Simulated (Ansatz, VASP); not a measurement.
**Two plane-wave programs on Ga**

```
Ga
1.0
    -2.98416    2.98416    2.98416
     2.98416   -2.98416    2.98416
     2.98416    2.98416   -2.98416
Ga
6
Direct
  0.25000 0.62500 0.37500
  0.37500 0.25000 0.62500
  0.75000 0.87500 0.12500
  0.12500 0.75000 0.87500
  0.62500 0.37500 0.25000
  0.87500 0.12500 0.75000
```

Alike in both runs: functional PBEsol; k mesh 8 × 8 × 8; occupations gaussian, width 0.1 eV; no spin polarisation.

Ansatz relaxed the structure, and its values are those at the end. VASP's run is a single point on that final structure, the one shown.

```csv
,VASP,Ansatz
version,VASP 6.6.1,Ansatz 0.2.0
potentials or method,"VASP PAW PBE potentials, release 64 (Ga_d)","scalar-relativistic, plane waves, PAW"
plane-wave cutoff (eV),520,420
valence electrons in the cell,78,78
```

```csv
,VASP,Ansatz,Ansatz less VASP
gap on the k mesh at the Fermi level (eV),none,none,-
pressure (GPa),0.1,0.0,-0.11
```

A gap of «none» marks a metal or a gap that the smearing closes. The functional is the same, so the differences come from potentials, cutoffs and numerics.

Caveats: the PAW data sets were made with another functional, which shifts forces and pressure a little (VASP).
